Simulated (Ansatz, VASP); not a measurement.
# Two plane-wave programs on SnO2

INCAR

```
SYSTEM = SnO2
PREC     = Accurate       ! precision mode
ENCUT    = 520            ! plane-wave cutoff, eV
EDIFF    = 1E-7           ! SCF threshold, eV
ISMEAR   = 0              ! smearing method
SIGMA    = 0.01           ! smearing width, eV
LREAL    = .False.        ! projectors in reciprocal space
LASPH    = .True.         ! aspherical terms in the spheres
NELM     = 60             ! most SCF steps
ALGO     = Normal         ! electronic algorithm
ISIF     = 2              ! what is computed and relaxed
LWAVE    = .False.        ! write WAVECAR
LCHARG   = .True.         ! write CHGCAR
GGA      = PS             ! functional
LELF     = .True.         ! ELF
LVHAR    = .True.       
NBANDS   = 20             ! bands
```

KPOINTS

```
regular mesh
0
Gamma
  10 10 10
  0 0 0
```

The input POSCAR:

```
SnO2
1.0
    1.6170930800      0.9336291200      4.8005925800
   -1.6170930800      0.9336291200      4.8005925800
    0.0000000000     -1.8672582400      4.8005925800
Sn O
1 2
Direct
    0.5000000007      0.5000000007      0.5000000007
    0.2371700002      0.2371700002      0.2371700002
    0.7628300005      0.7628300005      0.7628300005
```

Input for Ansatz:

```yaml
crystal:
  lattice:
    - [1.61709308, 0.93362912, 4.80059258]
    - [-1.61709308, 0.93362912, 4.80059258]
    - [0.0, -1.86725824, 4.80059258]
  atoms:
    - { symbol: Sn, position: [0.5000000006943587, 0.5000000006943587, 0.5000000006943587] }
    - { symbol: O, position: [0.2371700002363736, 0.2371700002363736, 0.2371700002363736] }
    - { symbol: O, position: [0.7628300004579852, 0.7628300004579852, 0.7628300004579852] }
kpoints:
  mp_grid:
    grid: [10, 10, 10]
hamiltonian:
  xc: pbesol
scf:
  occupations:
    method: fixed
output:
  stress: true
```

Measurements of this composition are mostly on another form, of space group No. 136.

Alike in both runs: task single point; functional PBEsol; k mesh 10 × 10 × 10; no spin polarisation.

|  | VASP | Ansatz |
| --- | --- | --- |
| version | VASP 6.6.1 | Ansatz 0.2.0 |
| potentials or method | VASP PAW PBE potentials, release 64 (Sn_d, O) | plane waves, PAW |
| plane-wave cutoff (eV) | 520 | 420 |
| occupations | gaussian, width 0.01 eV | fixed |
| valence electrons in the cell | 26 | 26 |

```tsv
	VASP	Ansatz	Ansatz less VASP
pressure (GPa)	-4.6	-5.1	-0.51
largest component of the traceless stress (GPa)	1.01	1.37	+0.364
```

Caveats: the PAW data sets were made with another functional, which shifts forces and pressure a little (VASP). A k mesh can miss the band edges.
